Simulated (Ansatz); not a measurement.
Hcp Bi (0001), 2 layers, DFT, PBE, PAW with Ansatz's default frozen-core files, scalar-relativistic (Ansatz 0.2.0), on 1 thread of Arm Neoverse V2 (shared host).

Command: `ansatz run input.yaml --threads 1 --pin off --max-ram 3584MiB --backend cpu --events-out ev --progress --plain --runs-dir out`

```yaml
crystal:
  lattice:
    - [3.5393325092, 0.0, 0.0]
    - [-1.7696662546, 3.0651518654, 0.0]
    - [0.0, 0.0, 18.9217]
  atoms:
    - { symbol: Bi, position: [0.833333333, 0.166666667, 0.4227944008] }
    - { symbol: Bi, position: [0.166666667, 0.833333333, 0.5772055992] }
kpoints:
  mp_grid: { grid: [12, 12, 1] }
scf:
  occupations: { method: fermi_dirac, width: 0.08 }
hamiltonian:
  xc: pbe
  pseudopotentials: { kind: paw }
output:
  forces: true
  stress: true
  eigenvalues: true
  populations: true
efield:
  axis: 3
  amplitude: 0
  dipole_correction: true
```

(1) How large is the problem that the program sets up?

(2) About how long does it take?

Results:

(1) 19 irreducible k-points, 3993 plane waves at Γ, 19 bands.

(2) 6.6 s of wall time for 7 SCF iterations. Times on shared machines scatter by tens of per cent.
